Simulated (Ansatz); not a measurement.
All numbers below come from DFT PBE, scalar-relativistic, plane waves, PAW in Ansatz. All cells share a 420 eV cutoff and Γ-centred k meshes spaced at most about 0.3 Å⁻¹ (about 0.25 or finer for metals, 2π included). No spin polarisation in the final relaxations.

These are static total energies at zero pressure. All come from trial cells, and lower structures may exist.

**Question.** Order these relaxed structures of SnTe by energy, lowest first, with the energy over the lowest of them.
A.

```xyz
2
Lattice="3.8871 0.0000 0.0000 0.0000 3.8871 0.0000 0.0000 0.0000 3.8871" Properties=species:S:1:pos:R:3 pbc="T T T"
Sn    1.9436    1.9436    1.9436
Te    0.0000    0.0000    0.0000
```

B.

```xyz
8
Lattice="4.2046 0.0000 0.0000 -2.1023 3.6413 0.0000 0.0000 0.0000 23.8706" Properties=species:S:1:pos:R:3 pbc="T T T"
Sn    0.0000    2.4275    3.6937
Sn    2.1023    1.2138   15.6290
Sn    0.0000    2.4275    8.2417
Sn    2.1023    1.2138   20.1770
Te    0.0000    2.4275   13.9525
Te    2.1023    1.2138    2.0172
Te    0.0000    2.4275   21.8535
Te    2.1023    1.2138    9.9181
```

C.

```xyz
2
Lattice="4.2751 0.0000 0.0000 -2.1376 3.7024 0.0000 0.0000 0.0000 4.1626" Properties=species:S:1:pos:R:3 pbc="T T T"
Sn    2.1376    1.2341    2.0813
Te    0.0000    0.0000    0.0000
```

D.

```xyz
2
Lattice="3.1463 0.0000 0.0000 0.0000 3.1463 0.0000 0.0000 0.0000 6.3540" Properties=species:S:1:pos:R:3 pbc="T T T"
Sn    0.0000    0.0000    3.1770
Te    0.0000    0.0000    0.0000
```

**Answer.** B (0 meV/atom), C (12 meV/atom), A (124 meV/atom), D (143 meV/atom). Forms: B P6_3/mmc; C tungsten carbide type, P-6m2; A caesium chloride type, Pm-3m; D P4/mmm. Counting Te atoms around Sn (those within 1.25 times the shortest such distance or 1.15 times the sum of covalent radii; the shortest distance is added where it is long for a bond): B has Sn 3; C has Sn 6; A has Sn 8 from 3.4 Å; D has Sn 2.

For metals, differences of a few meV/atom aren't resolved. No dispersion correction is applied, so the spacing and binding between layers, chains or molecules are poorly described (P6_3/mmc), and this can change margins and order among such cells. These runs have no spin–orbit coupling, which can matter for Te. Cells relaxed within their symmetry can be saddle points. The part of the Crystallography Open Database at hand lists SnTe in space group No. 225, which no cell shown has. Some candidate types were left out of the draw beforehand, so a known form may be missing.
